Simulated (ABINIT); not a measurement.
Runs of ABINIT 10.8.3 (patched build) on HgSe. Symmetry: F-43m, No. 216, cubic system. The conventional cell has a = 6.078 Å, b = 6.078 Å, c = 6.078 Å, α = 90.00°, β = 90.00°, γ = 90.00°. Hg (site symmetry -43m) has 4 Se at 2.63 Å as nearest neighbours. Se (site symmetry -43m) is surrounded by 4 Hg at 2.63 Å. 

| task | level | potentials or basis | k mesh | mesh quality | gap on the mesh (eV) | pressure (GPa) |
| --- | --- | --- | --- | --- | --- | --- |
| band structure | rPW86PBE | JTH PAW PBE v2.0 | 8 × 8 × 8 | not flagged | none | 8.0 |
| single point | LDA | JTH PAW LDA v2.0 | 3 × 3 × 3 | coarse | none | 0.9 |
| single point | PBEsol | JTH PAW PBE v2.0 | 6 × 6 × 6 | not flagged | none | 1.7 |
| band structure | PBE | JTH PAW PBE v2.0 | 8 × 8 × 8 | not flagged | none | (b) |
| single point | LDA | JTH PAW LDA v2.0 | 6 × 6 × 6 | not flagged | none | (a) |

Alike in all rows: no spin polarisation; cell as given; cutoff (eV) 544; smearing fermi-dirac 0.05 eV.

Problem. Fill in the values left out.

Solution. (a) -0.3; (b) 4.8.

Caveats: some runs use coarse meshes; the PAW data sets were made with another functional, which shifts forces and pressure a little (some runs); spin-orbit coupling is left out, which moves the levels of the heavy elements (some runs).

A k mesh can miss the band edges, and the runs leave out spin-orbit coupling on Hg, Se.

A gap of «none» marks a metal or a gap under the smearing width.
